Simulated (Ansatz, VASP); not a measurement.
## Bi in VASP and in Ansatz

```
Bi
1.0
     0.00000    3.58929    3.58929
     3.58929    0.00000    3.58929
     3.58929    3.58929    0.00000
Bi
2
Direct
  0.12500 0.12500 0.12500
  0.87500 0.87500 0.87500
```

Alike in both runs: task single point; functional RPBE; k mesh 8 × 8 × 8; occupations fermi-dirac, width 0.1 eV; no spin polarisation.

|  | VASP | Ansatz |
| --- | --- | --- |
| version | VASP 6.6.1 | Ansatz 0.2.0 |
| potentials or method | VASP PAW PBE potentials, release 64 (Bi_d) | plane waves (420 eV) with PAW, scalar-relativistic |
| plane-wave cutoff (eV) | 520 | 420 |
| valence electrons in the cell | 30 | 30 |

Ansatz gave:

| Property | Result |
| --- | --- |
| pressure (GPa) | 2.6 |

Question: Estimate VASP's values.

Answer: Pressure (GPa): 2.5.

The functional is the same, so the differences come from potentials, cutoffs and numerics.

Caveats: the PAW data sets were made with another functional, which shifts forces and pressure a little (VASP).
